## Two centres for one strain: where the energy of boron phosphide is lowest and where its gap is widest

Before strain is used to tune the gap of boron phosphide, or an elastic constant is taken from a strain scan, someone must decide which cell counts as unstrained. A wrong choice shifts the energy curve sideways, while the peak of the gap stays with the cubic cell. The sizes worth remembering are these: stretching or squeezing the crystal by one percent along two axes costs between one and five meV per atom, changes the stress by about 4 GPa on each of those two axes, and removes about a tenth of an eV from the gap.

Zincblende BP (a = 4.538 Å, not relaxed at this level), strained equally along x and y with z held and fractional coordinates fixed, computed with Ansatz 0.2.0 using plane-wave PAW and PBE, scalar-relativistic and without spin polarisation. The cutoff is 420 eV, the k mesh 10×10×10 and the Gaussian smearing 0.05 eV; energies are free energies relative to the unstrained cell.

```tsv
strain	energy change (meV/atom)	tensile stress along pattern (GPa)	pressure (GPa)	gap on mesh (eV)
-0.02	16.1	-20.57	8.37	1.033
-0.015	9.6	-15.71	6.45	1.087
-0.01	4.8	-11.05	4.60	1.140
-0.005	1.6	-6.57	2.83	1.192
0	0.0	-2.26	1.13	1.243
0.005	-0.1	1.87	-0.50	1.182
0.01	1.4	5.83	-2.06	1.122
0.015	4.2	9.64	-3.55	1.063
0.0175	6.2	11.48	-4.27	1.034
0.02	8.5	13.29	-4.98	1.006
```

The strain e is the fractional change of length along both x and y, with the length along z held. The tensile stress along the pattern is the sum of the stresses on x and y, so each axis carries half of it. The pressure is the average over all three axes, positive in compression. Only the row at zero strain is cubic; every other row is tetragonal.

### Why the energy minimum lies beside zero

The row at +0.005 lies slightly below the undisturbed cell in energy. This is no new phase. The stress column shows the reason: at zero strain it reads −2.26 GPa, so the starting cell is already squeezed and pushes outwards. The given cell is a little smaller than PBE prefers, and a small stretch releases energy.

A short expansion turns this into an estimate. The work done per unit of strain is the stress along the pattern times the volume, so for small strains

E(e) = V (σ₀ e + ½ K e²).

Here V is the volume per atom, σ₀ the stress at zero strain, and K the rate at which the stress grows with strain. The slope between the two rows next to zero, with the small change of area included, gives K ≈ 842 GPa. The energies were not used to set either constant.

The minimum lies where the two terms balance, at e = −σ₀/K = 2.26/842 ≈ 0.0027. That is roughly midway between the rows at 0 and +0.005, which is why these two have almost the same energy.

The rows at ±0.02 played no part in setting the constants. Since stress is the slope of the energy in the same calculation, they test only how far these two terms suffice. One GPa acting on 11.68 Å³ is 11.68/160.2 eV, or 72.9 meV.

- Starting stress: 72.9 × 2.26 × 0.02 ≈ 3.3 meV per atom, a gain on stretching and a cost on squeezing.
- Stiffness: 72.9 × ½ × 842 × 0.02² ≈ 12.3 meV per atom, a cost on both sides.
- Sum: 9.0 meV per atom stretched and 15.6 squeezed, against 8.5 and 16.1 in the table.

Most of the lopsidedness of the energy column therefore comes from the choice of starting cell. What the estimate misses, about half a meV per atom at each end, belongs to the crystal itself. The stiffness falls by about a fifth from the squeezed end of the scan to the stretched end. This is the usual behaviour of chemical bonds: the repulsion between atoms climbs steeply as they approach, while their attraction fades gradually as they part.

The minimum on this path is still not the relaxed crystal, because z never gets the chance to expand. At +0.005 the x and y axes are already under tension, yet z remains compressed by about 0.4 GPa. Removing the pressure completely would take a cubic cell with edges about 0.2 % longer. That figure is the starting pressure divided by three times the bulk modulus, which follows from the pressures of the two rows next to zero.

### Why the gap peaks exactly at zero

The gap behaves differently. It is widest in the cubic row, at 1.243 eV, and falls on both sides almost in straight lines, so the peak is a kink and not a rounded hill. Two straight branches with a freely placed meeting point, fitted by least squares to all ten rows, meet within 0.0002 of zero strain and miss no row by more than 2 meV. A parabola fitted to the same rows misses the peak by 44 meV.

A change of volume alone would not produce such a shape. Over so small a range it would push the gap steadily one way, up on one side of zero and down on the other. What does change character at zero is the symmetry.

In a cubic crystal of this type, three valence states at the top of the band are equal in energy, because x, y and z are equivalent. In boron phosphide the lowest conduction states lie in equivalent valleys along the same three axes. Once z differs from x and y, each set splits in proportion to the strain. The gap runs from the highest valence state to the lowest valley, so it shrinks whichever member of each set moves towards it. Reversing the strain swaps the members, but the gap narrows either way.

This account rests on standard band theory. The calculation gives the gap but not the separate band energies that would show the splitting directly.

The two branches are not equally steep: near zero the gap loses about 102 meV per percent on squeezing and 122 on stretching. It is tempting to call the difference a volume effect, but the splitting can be lopsided too. When three equal levels split about a fixed average, the single one moves twice as far as the pair. If the two directions of strain split the levels equally, the slopes imply that expansion narrows the gap; if stretching counts double, they imply that it widens it. The table cannot decide between these readings. Silicon, whose band edges are of the same kind, favours the second: there, stretching along two axes brings the single level to the gap in both bands. The same is expected here.

### What carries over

A scan that expands the same crystal equally along all three axes would separate the two effects. The cell would stay cubic, the levels would stay equal, and the gap should pass smoothly through the starting point, with a slope that is the true volume effect. The energy minimum would still be displaced, since the starting pressure would still be there. The rule is to ask of any strain whether it breaks the symmetry that keeps the states at a band edge equal: if it separates them in proportion to the strain, expect a kink in the gap.

For practical use, the cell should be relaxed before the scan. The relaxed crystal is cubic and free of stress, so the energy minimum and the gap peak would then coincide at zero. Their separation here is a property of the starting cell, not of boron phosphide.

The gap values themselves need more care than their pattern. PBE gives gaps that are too small, and these are read from a mesh of k points that can miss the exact band edges. Spin–orbit coupling, absent here, already splits the valence top in the cubic crystal. The states left at the top still separate in proportion to the strain, so the kink would remain, but the valence share of its slopes would change near zero strain, where the spin–orbit splitting outweighs the one due to strain.
